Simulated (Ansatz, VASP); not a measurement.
## One calculation of C, two programs

Contents of POSCAR:

```
C
1.0
    0.0000000000      1.8792371979      1.5973516182
    1.8792371979      0.0000000000      1.5973516182
    1.8792371979      1.8792371979      0.0000000000
C
2
Direct
    0.5000000000      0.5000000000      0.5000000000
    0.7500000000      0.7500000000      0.7500000000
```

The input INCAR.step1:

```
PREC = Accurate
ENCUT = 520
ISMEAR = 0
SIGMA = 0.05
LREAL = False
LASPH = True
NELM = 100
NBANDS = 11
GGA = PE
ALGO = Normal
EDIFF = 1E-4
LWAVE = True
LCHARG = False
```

Contents of INCAR.step2:

```
PREC = Accurate
ENCUT = 520
EDIFF = 1E-6
ISMEAR = 0
SIGMA = 0.05
LREAL = False
LASPH = True
NELM = 100
ALGO = Normal
ISIF = 2
LWAVE = False
LCHARG = True
METAGGA = R2SCAN
LMIXTAU = True
LELF = True
LVHAR = True
NBANDS = 11
ISTART = 1
```

The input KPOINTS:

```
Automatic mesh
0
Gamma
  12 12 12
```

Input for Ansatz:

```yaml
crystal:
  lattice:
    - [0.0, 1.8792371979, 1.5973516182]
    - [1.8792371979, 0.0, 1.5973516182]
    - [1.8792371979, 1.8792371979, 0.0]
  atoms:
    - { symbol: C, position: [0.5, 0.5, 0.5] }
    - { symbol: C, position: [0.75, 0.75, 0.75] }
basis:
  ecutwfc: 500
kpoints:
  mp_grid: { grid: [12, 12, 12] }
hamiltonian:
  xc: r2scan
scf:
  occupations: { method: gaussian, width: 0.05 }
output:
  forces: true
  stress: true
  eigenvalues: true
```

Alike in both runs: task single point; functional r2SCAN; k mesh 12 × 12 × 12; occupations gaussian, width 0.05 eV; no spin polarisation.

```csv
,VASP,Ansatz
version,VASP 6.6.1,Ansatz 0.2.0
potentials or method,"VASP PAW PBE potentials, release 64 (C)","scalar-relativistic, plane waves, PAW"
plane-wave cutoff (eV),520,500
valence electrons in the cell,8,8
```

VASP gave:

```
gap on the k mesh at the Fermi level (eV)       : 0.31
least direct gap on the mesh (eV)               : 3.25
pressure (GPa)                                  : 1.8
largest component of the traceless stress (GPa) : 88.88
```

Problem. Which values does Ansatz return?

Solution. gap on the k mesh at the Fermi level (eV): 0.34; least direct gap on the mesh (eV): 3.29; pressure (GPa): 0.8; largest component of the traceless stress (GPa): 89.03.

The functional is the same, so the differences come from potentials, cutoffs and numerics.

Caveats: the PAW data sets were made with another functional, which shifts forces and pressure a little (VASP).
